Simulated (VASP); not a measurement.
Write the native input for VASP 6.6.1 that does the following.

```yaml
Task: band structure
Functional: PBE0
Potentials_or_basis: VASP PAW PBE potentials, release 64 (Ga_d, N)
Cutoff: 520 eV
k_mesh: 6 × 6 × 6
Occupations: gaussian, width 0.03 eV
Spin: no spin polarisation
Grid_for_exact_exchange_PRECFOCK: Fast
Exchange_at_q_=_0: truncated
Further_INCAR_settings: ALGO = Normal; EDIFF = 1e-06; NBANDS = 16
```

Crystal: GaN.

```
Ga N
1.0
     0.00000    2.24757    2.24757
     2.24757    0.00000    2.24757
     2.24757    2.24757    0.00000
Ga N
1 1
Direct
  0.00000 0.00000 0.00000
  0.25000 0.25000 0.25000
```

The cell was built by a generator and needn't be a form met in nature.

One way to write it, as run:

POSCAR

```
GaN                                     
1.0
    0.0000000000      2.2475682114      2.2475682114
    2.2475682114     -0.0000000000      2.2475682114
    2.2475682114      2.2475682114      0.0000000000
  Ga              N             
     1     1
Direct
     0.0000000000000000    0.0000000000000000    0.0000000000000000
     0.2500000000000000    0.2500000000000000    0.2500000000000000
```

INCAR.step1

```
ALGO     = Normal         # electronic algorithm
EDIFF    = 1E-5           # SCF threshold, eV
ENCUT    = 520            # plane-wave cutoff, eV
GGA      = PE             # functional
ISIF     = 2              # what is computed and relaxed
ISMEAR   = 0              # smearing method
KPAR     = 2            
LASPH    = T              # aspherical terms in the spheres
LCHARG   = F              # write CHGCAR
LREAL    = F              # projectors in reciprocal space
LWAVE    = T              # write WAVECAR
NBANDS   = 16             # bands
NELM     = 80             # most SCF steps
PREC     = Accurate       # precision mode
SIGMA    = 0.03           # smearing width, eV
```

INCAR.step2

```
AEXX     = 0.25           # exact-exchange fraction
ALGO     = Normal         # electronic algorithm
EDIFF    = 1E-6           # SCF threshold, eV
ENCUT    = 520            # plane-wave cutoff, eV
GGA      = PE             # functional
HFRCUT   = -1           
ISIF     = 2              # what is computed and relaxed
ISMEAR   = 0              # smearing method
ISTART   = 1            
KPAR     = 2            
LASPH    = T              # aspherical terms in the spheres
LCHARG   = F              # write CHGCAR
LHFCALC  = T              # exact exchange
LREAL    = F              # projectors in reciprocal space
LWAVE    = F              # write WAVECAR
NBANDS   = 16             # bands
NELM     = 80             # most SCF steps
PREC     = Accurate       # precision mode
PRECFOCK = Fast         
SIGMA    = 0.03           # smearing width, eV
```

KPOINTS

```
k-points
0
Gamma
  6 6 6
```

KPOINTS_OPT

```
explicit points
9
Reciprocal
 0.0000000000  0.0000000000  0.0000000000 1
 0.3750000000  0.3750000000  0.7500000000 1
 0.5000000000  0.5000000000  0.5000000000 1
 0.6250000000  0.2500000000  0.6250000000 1
 0.5000000000  0.2500000000  0.7500000000 1
 0.5000000000  0.0000000000  0.5000000000 1
 0.4000000000  0.0000000000  0.4000000000 1
 0.4250000000  0.0000000000  0.4250000000 1
 0.4500000000  0.0000000000  0.4500000000 1
```

Potentials or basis: VASP PAW PBE potentials, release 64 (Ga_d, N).

The run is started by

```sh
$ cat potpaw_PBE.64/Ga_d/POTCAR potpaw_PBE.64/N/POTCAR > POTCAR
$ cp INCAR.step1 INCAR
$ mpirun -np 2 vasp_std > vasp.out
$ cp INCAR.step2 INCAR
$ mpirun -np 2 vasp_std > vasp.out
```

It gave:

```json
{
 "Pressure": "0.2 GPa",
 "Band gap on the k mesh": "3.74 eV, direct",
 "Band gap along the path": "3.74 eV, direct"
}
```

Caveat: the PAW data sets were made with another functional, which shifts forces and pressure a little.

Run time: 5 min on 2 MPI ranks on AMD EPYC 9R45 96-Core Processor (Zen 5) (shared host), peak memory 0.14 GiB a rank.
